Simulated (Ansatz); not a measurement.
**Ti: experiment and calculation**

**The experiment to reproduce.**

From “Impact of oxygen ordering on titanium lattice parameters”, 2024, arxiv:2402.07147, for a bulk crystal of Ti at 298 K: lattice constant a 2.9536 ± 0.0001 Å; lattice constant c 4.685 ± 0.0001 Å.

How close the calculation comes is told below.

Theory: DFT PBE, scalar-relativistic, plane waves, PAW (Ansatz).

Cutoff 420 eV; k points 18×18×10 on the computed 2-atom cell (Γ-centred); Gaussian smearing, width 0.10 eV; no spin polarisation.

Relaxed structure, symmetry kept:

```
Ti
1.0
     2.93858    0.00000    0.00000
    -1.46929    2.54489    0.00000
     0.00000    0.00000    4.65043
Ti
2
Direct
  0.33333 0.66667 0.25000
  0.66667 0.33333 0.75000
```

| Quantity | Value |
| --- | --- |
| Space group | P6_3/mmc (No. 194) |
| Volume per atom | 117.3 bohr³ |
| Formation energy from the elements' standard states (uncorrected) | 0.000 eV/atom |
| Kohn–Sham band gap | none (metal) |
| Density of states at the Fermi level | 1.76 states/eV per cell |
| Löwdin character within 0.5 eV of the Fermi level | Ti 3d 91 %, unprojected 5 % |
| Bader charges (e) | Ti (2 in the cell) 0.00 |

Against the measured lattice constant a of Ti, 2.9536 Å (298 K; the paper above), the calculated 2.939 Å is off by -0.5 %. 4 values of this kind are on record (2.9536 to 2.9646 Å); this one was drawn at random, colder ones first, those with a stated uncertainty first. Measured lattice constant c of Ti: 4.685 Å (298 K; the paper above). This calculation gives 4.650 Å (-0.7 %). 4 values of this kind are on record (4.685 to 4.7036 Å); this one was drawn at random, colder ones first, those with a stated uncertainty first. The calculation is for 0 K without zero-point motion.